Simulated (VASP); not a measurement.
# InP (Fm-3m) in VASP: a series of runs

The runs below take InP through single point, with PBEsol.

All numbers are computed with VASP 6.6.1; they aren't measurements. Logs are shortened: lines on timing, memory, paths and dates and some standing lists are left out, and cuts for length are marked.

### 1 The structure

The structure is cubic, space group Fm-3m (No. 225). Conventional cell: a = 5.538 Å, b = 5.538 Å, c = 5.538 Å, α = 90.00°, β = 90.00°, γ = 90.00°. In (site symmetry m-3m) is surrounded by 6 P at 2.77 Å. P (site symmetry m-3m) is surrounded by 6 In at 2.77 Å.

Measurements of this composition are mostly on another form, of space group No. 216.

### 2 Single point, PBEsol

Contents of INCAR:

```
SYSTEM = InP
PREC = Accurate ; ENCUT = 900
EDIFF = 1E-6 ; ISMEAR = 0
SIGMA = 0.05 ; LREAL = .FALSE.
LASPH = .TRUE. ; NELM = 100
ALGO = Normal ; ISIF = 2
LWAVE = .FALSE. ; LCHARG = .FALSE.
GGA = PS ; ADDGRID = .FALSE.
```

Contents of KPOINTS:

```
regular mesh
0
G
  5 5 5
  0 0 0
```

Contents of POSCAR:

```
InP
1.0
    0.0000000000      2.7688340000      2.7688340000
    2.7688340000      0.0000000000      2.7688340000
    2.7688340000      2.7688340000      0.0000000000
In P
1 1
Direct
    0.0000000000      0.0000000000      0.0000000000
    0.5000000000      0.5000000000      0.5000000000
```

Potentials or basis: VASP PAW PBE potentials, release 64 (In_d, P).

Launch:

```bash
$ cat potpaw_PBE.64/In_d/POTCAR potpaw_PBE.64/P/POTCAR > POTCAR
$ mpirun -np 1 vasp_std > vasp.out
```

OUTCAR:

```text
SYSTEM = InP
   PREC = Accurate
   ENCUT = 900
   EDIFF = 1E-6
   ISMEAR = 0
   LREAL = .FALSE.
   LASPH = .TRUE.
   NELM = 100
   ISIF = 2
   GGA = PS

 Found     10 irreducible k-points:

 Following reciprocal coordinates:
            Coordinates               Weight
  0.000000  0.000000  0.000000      1.000000
  0.200000  0.000000  0.000000      8.000000
  0.400000  0.000000  0.000000      8.000000
  0.200000  0.200000  0.000000      6.000000
  0.400000  0.200000  0.000000     24.000000
 -0.400000  0.200000  0.000000     24.000000
   k-points           NKPTS =     10   k-points in BZ     NKDIM =     10   number of bands    NBANDS=     13
   number of dos      NEDOS =    301   number of ions     NIONS =      2
   total plane-waves  NPLWV =  64000
   dimension x,y,z NGX =    40 NGY =   40 NGZ =   40
   dimension x,y,z NGXF=    80 NGYF=   80 NGZF=   80
   ions per type =               1   1
   NGX,Y,Z   is equivalent  to a cutoff of  16.98, 16.98, 16.98 a.u.
   NGXF,Y,Z  is equivalent  to a cutoff of  33.96, 33.96, 33.96 a.u.
 SYSTEM =  InP
   PREC   = accura    normal or accurate (medium, high low for compatibility)
   ISTART =      0    job   : 0-new  1-cont  2-samecut
   ICHARG =      2    charge: 1-file 2-atom 10-const
   ISPIN  =      1    spin polarized calculation?
   LNONCOLLINEAR =      F non collinear calculations
   LSORBIT =      F    spin-orbit coupling
   LASPH  =      T    aspherical Exc in radial PAW
   ENCUT  =  900.0 eV  66.15 Ry    8.13 a.u.   9.58  9.58  9.58*2*pi/ulx,y,z
   NELM   =    100;   NELMIN=  2; NELMDL= -5     # of ELM steps
   EDIFF  = 0.1E-05   stopping-criterion for ELM
   LREAL  =      F    real-space projection
   EDIFFG = 0.1E-04   stopping-criterion for IOM
   NSW    =      0    number of steps for IOM
   IBRION =     -1    ionic relax: 0-MD 1-quasi-New 2-CG
   NFREE  =      0    steps in history (QN), initial steepest desc. (CG)
   ISIF   =      2    stress and relaxation
   ISYM   =      2    0-nonsym 1-usesym 2-fastsym
   POTIM  = 0.5000    time-step for ionic-motion
   TEBEG  =    0.0;   TEEND  =   0.0 temperature during run
   PSTRESS=    0.0 pullay stress
   NELECT =      18.0000    total number of electrons
   NUPDOWN=      -1.0000    fix difference up-down
   EMIN   =  10.00;   EMAX   =-10.00  energy-range for DOS
   EFERMI =   0.00;   METHOD = LEGACY
   ISMEAR =     0;   SIGMA  =   0.05  broadening in eV -4-tet -1-fermi 0-gaus
   EFERMI_NEDOS =   21; number of points for ismear=-14 and -15
   IALGO  =     38    algorithm
   IMIX   =      4    mixing-type and parameters
     AMIX     =   0.40;   BMIX     =  1.00
     AMIX_MAG =   1.60;   BMIX_MAG =  1.00
  volume/ion in A,a.u.               =      21.23       143.25
  Fermi-wavevector in a.u.,A,eV,Ry     =   1.229869  2.324115 20.579860  1.512577
  Thomas-Fermi vector in A             =   2.364739
   LORBIT       =      0    0 simple, 1 ext, 2 COOP (PROOUT), +10 PAW based schemes
   GGA     = PS    functional components
   LHFCALC =     F    Hartree Fock is set to
   AEXX    =    0.0000 exact exchange contribution
   IVDW    =     0    specifies the selected vdW correction
   LEPSILON=     F    determine dielectric tensor
   LRPA    =     F    only Hartree local field effects (RPA)
 non-spin polarized calculation
 Gauss-broadening in eV      SIGMA  =   0.05
  energy-cutoff  :      900.00
  volume of cell :       42.45
 maximum number of plane-waves:      2637
 NGX is ok and might be reduce to    40
   NGX = 19   NGY = 19   NGZ = 19

 number of electron      18.0000000 magnetization

 Free energy of the ion-electron system (eV)
  ---------------------------------------------------
  ext. energy  EPLUGINS =         0.00000000
  ---------------------------------------------------
  free energy    TOTEN  =        -8.75584577 eV

  energy without entropy =       -8.75241368  energy(sigma->0) =       -8.75412972

 E-fermi :   7.0374     XC(G=0): -10.5488

 val. band max:        7.0261703045   @ k =   0.4000   0.0000   0.0000
 cond. band min:       7.2324983850   @ k =  -0.2000   0.2000   0.0000
 fundamental gap:      0.2063280805
 Fermi energy:         7.0374358997

 k-point     1 :       0.0000    0.0000    0.0000
  band No.  band energies     occupation
      1      -7.2096      2.00000
      2      -7.2096      2.00000
      3      -7.1887      2.00000
      4      -7.1887      2.00000
      5      -7.1887      2.00000
      6      -5.0932      2.00000
      7       6.6655      2.00000
      8       6.6655      2.00000
      9       6.6655      2.00000
     10       7.4064      0.00000
     11      13.9928      0.00000
     12      13.9928      0.00000
     13      13.9928      0.00000

 k-point     2 :       0.2000    0.0000    0.0000
  band No.  band energies     occupation
      1      -7.2297      2.00000
      2      -7.2297      2.00000
      3      -7.1909      2.00000
      4      -7.1614      2.00000
      5      -7.1614      2.00000
      6      -4.5989      2.00000
      7       3.6961      2.00000
      8       6.7545      2.00000
      9       6.7545      2.00000
     10       9.4541      0.00000
     11      12.4796      0.00000
     12      12.5274      0.00000
     13      12.5274      0.00000

 k-point     3 :       0.4000    0.0000    0.0000
  band No.  band energies     occupation
      1      -7.2662      2.00000
      2      -7.2662      2.00000
      3      -7.1990      2.00000
      4      -7.1128      2.00000
      5      -7.1128      2.00000
      6      -3.3533      2.00000
      7       0.8260      2.00000
      8       7.0262      1.25000
      9       7.0262      1.25000
     10       9.4335      0.00000
     11      10.5768      0.00000
     12      10.5768      0.00000
     13      12.1247      0.00000

 k-point     4 :       0.2000    0.2000    0.0000
  band No.  band energies     occupation
      1      -7.2901      2.00000
      2      -7.2081      2.00000
      3      -7.1929      2.00000
      4      -7.1511      2.00000
      5      -7.1511      2.00000
      6      -4.3961      2.00000
      7       4.2298      2.00000
      8       5.8382      2.00000
      9       5.8382      2.00000
     10       9.1340      0.00000
     11      11.8797      0.00000
     12      12.1335      0.00000
     13      14.2383      0.00000

 k-point     5 :       0.4000    0.2000    0.0000
  band No.  band energies     occupation
      1      -7.3557      2.00000
      2      -7.2131      2.00000
      3      -7.2050      2.00000
      4      -7.1287      2.00000
      5      -7.1055      2.00000
      6      -3.3011      2.00000
      7       1.9850      2.00000
      8       5.4222      2.00000
      9       5.6240      2.00000
     10       7.8323      0.00000
     11      11.8184      0.00000
     12      13.2029      0.00000
     13      13.2321      0.00000

 k-point     6 :      -0.4000    0.2000    0.0000
  band No.  band energies     occupation
      1      -7.3401      2.00000
      2      -7.2456      2.00000
      3      -7.1781      2.00000
      4      -7.1334      2.00000
      5      -7.1052      2.00000
      6      -2.5946      2.00000
      7       0.7785      2.00000
      8       4.4600      2.00000
      9       6.3109      2.00000
     10       8.5027      0.00000
     11      11.6561      0.00000
     12      11.6862      0.00000
     13      14.3199      0.00000

 [... further k-points ...]

------------------------ aborting loop because EDIFF is reached ----------------------------------------

  FORCE on cell =-STRESS in cart. coord.  units (eV):
  Direction    XX          YY          ZZ          XY          YZ          ZX
  --------------------------------------------------------------------------------------
  -------------------------------------------------------------------------------------
  Total       -0.8280251     -0.8280251     -0.8280251      0.0000000      0.0000000      0.0000000
  in kB      -31.2487973    -31.2487973    -31.2487973      0.0000000      0.0000000      0.0000000
  external PRESSURE =     -31.2487973 kB  Pullay stress =       0.0000000 kB

 VOLUME and BASIS-vectors are now :
 -----------------------------------------------------------------------------
  energy-cutoff  :      900.00
  volume of cell :       42.45
      direct lattice vectors                 reciprocal lattice vectors
     0.000000000  2.768834000  2.768834000    -0.180581429  0.180581429  0.180581429
     2.768834000  0.000000000  2.768834000     0.180581429 -0.180581429  0.180581429
     2.768834000  2.768834000  0.000000000     0.180581429  0.180581429 -0.180581429

 POSITION                                       TOTAL-FORCE (eV/Angst)
 -----------------------------------------------------------------------------------
      0.00000      0.00000      0.00000         0.000000     -0.000000      0.000000
      2.76883      2.76883      2.76883        -0.000000      0.000000     -0.000000
 -----------------------------------------------------------------------------------
    total drift:                                0.000000     -0.000000     -0.000000

  FREE ENERGIE OF THE ION-ELECTRON SYSTEM (eV)
  ---------------------------------------------------
  free  energy   TOTEN  =        -8.7558457652 eV

  energy  without entropy=       -8.7524136809  energy(sigma->0) =       -8.75412972
```

Wall time 20 s (1 thread of Intel Xeon Platinum 8488C (Sapphire Rapids), shared host); peak memory 0.23 GiB.

The run converged, but some of its settings lie outside the range that counts as converged, so its numbers aren't taken as properties of the crystal.

Results:

```yaml
Free_energy: -8.7558 eV
Pressure: -3.1 GPa
Band_gap_on_the_k_mesh: none (metal or under the smearing width)
```

Caveat: the k mesh is coarse (spacing up to 0.39 Å⁻¹), so the values aren't converged; the PAW data sets were made with another functional, which shifts forces and pressure a little.

### 3 Single point, PBEsol

INCAR: that of step 2 with these lines changed.

```diff
@@ -1,3 +1,3 @@
 SYSTEM = InP
-PREC = Accurate ; ENCUT = 900
+PREC = Accurate ; ENCUT = 300
 EDIFF = 1E-6 ; ISMEAR = 0
```

Contents of KPOINTS:

```
regular mesh
0
G
  9 9 9
  0 0 0
```

POSCAR is that of step 2.

Potentials or basis: VASP PAW PBE potentials, release 64 (In_d, P).

Launch:

```bash
$ cat potpaw_PBE.64/In_d/POTCAR potpaw_PBE.64/P/POTCAR > POTCAR
$ mpirun -np 1 vasp_std > vasp.out
```

Run time: 6.6 s. Hardware: 1 thread of Intel Xeon Platinum 8488C (Sapphire Rapids), shared host; peak memory 0.13 GiB.

The run converged, but some of its settings lie outside the range that counts as converged, so its numbers aren't taken as properties of the crystal.

Results:

```
Free energy            : -8.7864 eV
Pressure               : -3.6 GPa
Band gap on the k mesh : none (metal or under the smearing width)
```

Caveat: the cutoff is under 1.25 times the usual one of these potentials, so pressure, stress and relaxed cells hold a basis-set (Pulay) error; the PAW data sets were made with another functional, which shifts forces and pressure a little.

### 4 The reference run

An earlier run on the cell as given: functional PBE; potentials or basis VASP PAW PBE potentials, release 64 (In_d, P); cutoff 520 eV; k mesh 8 × 8 × 8; occupations fermi-dirac, width 0.05 eV; no spin polarisation.

* Pressure: -0.1 GPa
* Band gap on the k mesh: none (metal or under the smearing width)
